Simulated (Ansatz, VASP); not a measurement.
# One calculation of Na, two programs

```xyz
1
Lattice="3.4175 0.0000 0.0000 0.0000 3.4175 0.0000 0.0000 0.0000 3.4175" Properties=species:S:1:pos:R:3 pbc="T T T"
Na    1.7088    1.7088    1.7088
```

Alike in both runs: functional PBE; k mesh 16 × 16 × 16; occupations gaussian, width 0.1 eV; no spin polarisation.

Ansatz relaxed the structure, and its values are those at the end. VASP's run is a single point on that final structure, the one shown.

```csv
,VASP,Ansatz
version,VASP 6.6.1,Ansatz 0.2.0
potentials or method,"VASP PAW PBE potentials, release 64 (Na_pv)","scalar-relativistic, plane waves, PAW"
plane-wave cutoff (eV),520,420
valence electrons in the cell,7,9
```

|  | VASP | Ansatz | Ansatz less VASP |
| --- | --- | --- | --- |
| gap on the k mesh at the Fermi level (eV) | none | none | - |
| pressure (GPa) | 0.0 | 0.0 | 0.00 |

A gap of «none» marks a metal or a gap that the smearing closes. The two sets of potentials don't hold the same shells in valence.
